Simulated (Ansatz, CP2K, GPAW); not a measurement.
## P: 3 runs at one level of theory

```
CELL_PARAMETERS angstrom
2.42469 0.00000 0.00000
0.00000 2.43854 0.00000
-0.02031 0.00000 4.85243
ATOMIC_POSITIONS crystal
P 0.00000 0.00000 0.74943
P 0.00000 0.00000 0.25057
```

This isn't the form of P at room conditions, which is orthorhombic.

Alike in all runs: task single point; functional LDA; k mesh 11 × 11 × 6; occupations gaussian, width 0.05 eV; no spin polarisation; no spin-orbit coupling. LDA stands for any of its common fits. Pressure is positive in compression and, in plane waves, holds the error of the finite cutoff.

```json
{"program and potentials": "GPAW, the program's PAW data sets (release 1.2.1) made for this functional", "plane-wave cutoff (eV)": "600", "notes": "-", "pressure (GPa)": "-2.41"}
{"program and potentials": "Ansatz, all-electron LAPW, scalar-relativistic", "plane-wave cutoff (eV)": "-", "notes": "-", "pressure (GPa)": "-2.79"}
{"program and potentials": "CP2K, GTH_POTENTIALS P GTH-PADE-q5; TZVP-MOLOPT-PBE-GTH basis", "plane-wave cutoff (eV)": "-", "notes": "atomic basis", "pressure (GPa)": "-2.62"}
```

The pressure spans -2.79 (Ansatz, all-electron LAPW, scalar-relativistic) to -2.41 GPa (GPAW, the program's PAW data sets (release 1.2.1) made for this functional), with all-electron results at -2.79. Rows in atomic bases carry the error of their basis and grid, which can be large.

The functional is the same throughout but for its coding, so the spread measures potentials, basis and numerics; runs on potential files found faulty are left out.
